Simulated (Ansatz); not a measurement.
# KI: the cost of one run

Program: Ansatz 0.2.0. Level of theory: reference: DFT, PBE, plane waves, PAW. These are calculated values, not measurements.

### 1 The structure to begin with

It takes space group P6_3/mmc (No. 194, hexagonal). Conventional cell: a = 6.039 Å, b = 6.039 Å, c = 7.039 Å, α = 90.00°, β = 90.00°, γ = 120.00°. K (site symmetry -6m2) is surrounded by 5 I at 3.49 to 3.52 Å. I (site symmetry -6m2) has 5 K at 3.49 to 3.52 Å as nearest neighbours.

Structure file:

```xyz
4
Lattice="6.0395 0.0000 0.0000 -3.0197 5.2303 0.0000 0.0000 0.0000 7.0391" Properties=species:S:1:pos:R:3 pbc="T T T"
K     0.0000    3.4869   -0.4399
K     3.0197    1.7434    3.0796
I     0.0000    3.4869    3.0796
I     3.0197    1.7434    6.5992
```

### 2 Baseline

Input file input.yaml:

```yaml
crystal:
  lattice:
    - [6.0394505649, 0.0, 0.0]
    - [-3.0197252825, 5.2303176141, 0.0]
    - [0.0, 0.0, 7.0391244471]
  atoms:
    - { symbol: K, position: [0.3333333333, 0.6666666667, -0.0625] }
    - { symbol: K, position: [0.6666666667, 0.3333333333, 0.4375] }
    - { symbol: I, position: [0.3333333333, 0.6666666667, 0.4375] }
    - { symbol: I, position: [0.6666666667, 0.3333333333, 0.9375] }
kpoints:
  mp_grid: { grid: [6, 6, 4] }
hamiltonian:
  xc: pbe
scf:
  occupations: { method: fixed }
  n_extra_bands: 5
output:
  forces: true
  stress: true
  eigenvalues: true
  write_density: true
  write_potential: true
  elf: true
  volumetric_format: npy
```

The run is started by

```bash
ansatz run input.yaml --threads 4 --pin off --max-ram 3686MiB --backend cpu --events-out ev --progress --plain --runs-dir out
```

Q: Estimate wall time and peak memory on 4 threads of Arm Neoverse N1, shared host.

About 5.8 s, with a peak of 0.57 GiB.
